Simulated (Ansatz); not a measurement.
## BaS: pressure against volume, fitted

```xyz
2
Lattice="0.0000 3.1938 3.1938 3.1938 0.0000 3.1938 3.1938 3.1938 0.0000" Properties=species:S:1:pos:R:3 pbc="T T T"
Ba    0.0000    0.0000    0.0000
S     3.1938    3.1938    3.1938
```

Atom numbers follow the list: Ba1, S2.

The cell is COD entry 9008600, as deposited and not checked against the literature; nothing was relaxed.

Spin–orbit coupling is left out, though it moves levels of the heavy atoms by tenths of an eV or more.

The calculation used DFT, PBE, all-electron LAPW, scalar-relativistic (Ansatz 0.2.0).

Numerical set-up: a Γ-centred 8×8×8 k mesh, Fermi–Dirac smearing of 0.02 eV, basis error target 0.25 meV/atom, no spin polarisation.

The cell is scaled evenly. Fractional coordinates are held (clamped ions).

| V (Å³/atom) | P (GPa) |
| --- | --- |
| 30.622 | 4.05 |
| 30.948 | 3.44 |
| 31.273 | 2.86 |
| 31.762 | 2.05 |
| 31.925 | 1.79 |
| 32.251 | 1.30 |
| 32.576 | 0.83 |
| 32.902 | 0.39 |
| 33.228 | -0.03 |
| 33.391 | -0.23 |
| 33.879 | -0.80 |
| 34.531 | -1.50 |

(1) Fit a third-order Birch–Murnaghan curve to the pressures.

(2) Predict the pressure at the withheld volume, 34.205 Å³/atom.

## Answers

(1) P = (3B0/2)(y^(7/2) − y^(5/2))[1 + (3/4)(B0′ − 4)(y − 1)] with y = (V0/V)^(2/3) fits within 0.01 GPa for V0 = 33.205 Å³/atom, B0 = 41.8 GPa and B0′ = 4.45.

(2) There y = 0.9804, so the fit gives -1.16 GPa; the run gave -1.16 GPa.
